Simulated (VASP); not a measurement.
The system is GaS.

```
Ga S
1.0
     3.58500    0.00000    0.00000
    -1.79250    3.10470    0.00000
     0.00000    0.00000   15.50000
Ga S
4 4
Cartesian
  0.0000 2.0698 2.6350
  1.7925 1.0349 10.3850
  0.0000 2.0698 5.1150
  1.7925 1.0349 12.8650
  0.0000 2.0698 9.3000
  1.7925 1.0349 1.5500
  0.0000 2.0698 13.9500
  1.7925 1.0349 6.2000
```

* Program: VASP 6.6.1
* Task: relaxation of cell and atoms
* Functional: r2SCAN
* Potentials or basis: VASP PAW PBE potentials, release 64 (Ga_d, S)
* Cutoff: 600 eV
* k mesh: 9 × 9 × 2
* Occupations: gaussian, width 0.03 eV
* Spin: no spin polarisation

At the start: pressure -0.1 GPa; volume 21.57 Å³/atom.

Question: Where does the relaxation end?

Answer: Over 17 steps the energy falls by 5.7 meV/atom and the volume is 22.43 Å³/atom (+4.0 %); space group P6_3/mmc (No. 194, to 0.05 Å).

The path:
```csv
step,energy change (eV),largest force (eV/Å),pressure (GPa),volume (Å³)
1,0.0000,0.2164,-0.15,172.52
2,-0.0125,0.1391,0.18,172.02
3,-0.0140,0.1069,0.35,171.81
4,-0.0197,0.0900,0.12,172.92
5,-0.0261,0.0981,-0.39,175.81
6,-0.0302,0.1072,-0.25,175.87
7,-0.0348,0.1239,0.03,175.96
8,-0.0372,0.1779,0.65,176.12
9,-0.0391,0.1495,0.61,176.47
10,-0.0432,0.0755,0.55,177.52
11,-0.0429,0.1151,0.35,179.61
12,-0.0441,0.0513,0.43,178.76
13,-0.0442,0.0385,0.44,178.48
14,-0.0452,0.0249,0.23,178.88
15,-0.0456,0.0204,0.01,179.37
16,-0.0456,0.0197,-0.01,179.40
17,-0.0456,0.0093,-0.01,179.40
```

Final structure:
```
CELL_PARAMETERS angstrom
3.59376 0.00000 0.00000
-1.79688 3.11228 0.00000
0.00000 0.00000 16.03987
ATOMIC_POSITIONS crystal
Ga 0.33333 0.66667 0.17384
Ga 0.66667 0.33333 0.67384
Ga 0.33333 0.66667 0.32616
Ga 0.66667 0.33333 0.82616
S 0.33333 0.66667 0.60722
S 0.66667 0.33333 0.10722
S 0.33333 0.66667 0.89278
S 0.66667 0.33333 0.39278
```

Caveat: the PAW data sets were made with another functional, which shifts forces and pressure a little.
